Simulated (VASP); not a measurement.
VASP ran on this input.

INCAR:
```
SYSTEM = LaAlO3
PREC = Accurate; ENCUT = 520; LREAL = F
LASPH = T
EDIFF = 1E-7; NELM = 100; ALGO = Normal
LMAXMIX = 6; LMIXTAU = T
ISMEAR = 0; SIGMA = 0.05
METAGGA = R2SCAN
ISIF = 2
LWAVE = F; LCHARG = F
```

POSCAR:
```
LaAlO3
1
    3.7451948641     0.0000000000     0.0000000000
    0.0000000000     3.7451948641     0.0000000000
    0.0000000000     0.0000000000     3.7451948641
La Al O
1 1 3
Direct
  0.0000000000   0.0000000000   0.0000000000
  0.5000000000   0.5000000000   0.5000000000
  0.5000000000   0.0000000000   0.5000000000
  0.0000000000   0.5000000000   0.5000000000
  0.5000000000   0.5000000000   0.0000000000
```

**KPOINTS**
```
Automatic mesh
0
gamma
 6 6 6
0 0 0
```

POTCAR, in this order: La Al O (PBE.64 set). Program: vasp_std.

Q: Write an equivalent input for Ansatz.

A: One equivalent input (not run):
Ansatz 0.2 input:
```yaml
crystal:
  lattice:
    - [3.7451949, 0.0000000, 0.0000000]
    - [0.0000000, 3.7451949, 0.0000000]
    - [0.0000000, 0.0000000, 3.7451949]
  atoms:
    - { symbol: La, position: [0.0000000, 0.0000000, 0.0000000] }
    - { symbol: Al, position: [0.5000000, 0.5000000, 0.5000000] }
    - { symbol: O, position: [0.5000000, 0.0000000, 0.5000000] }
    - { symbol: O, position: [0.0000000, 0.5000000, 0.5000000] }
    - { symbol: O, position: [0.5000000, 0.5000000, 0.0000000] }
kpoints:
  mp_grid: { grid: [6, 6, 6] }
hamiltonian:
  xc: r2scan
  pseudopotentials: { kind: paw }
scf:
  occupations: { method: gaussian, width: 0.05 }
  max_iter: 100
output: { forces: true, stress: true, eigenvalues: true }
```
The two are equivalent in intent, not identical: each code has its own PAW files, so the cut-off isn't converted (ENCUT is set for VASP's; basis.ecutwfc is left out, and Ansatz then takes the one that its files recommend); Ansatz stops its SCF on the density residual and VASP on the energy change (EDIFF).

The compound is LaAlO3 in the cubic perovskite structure, the ideal cubic form; the compound distorts at low or room temperature. This cell is one point of a volume scan, at 0.97 of the reference volume.
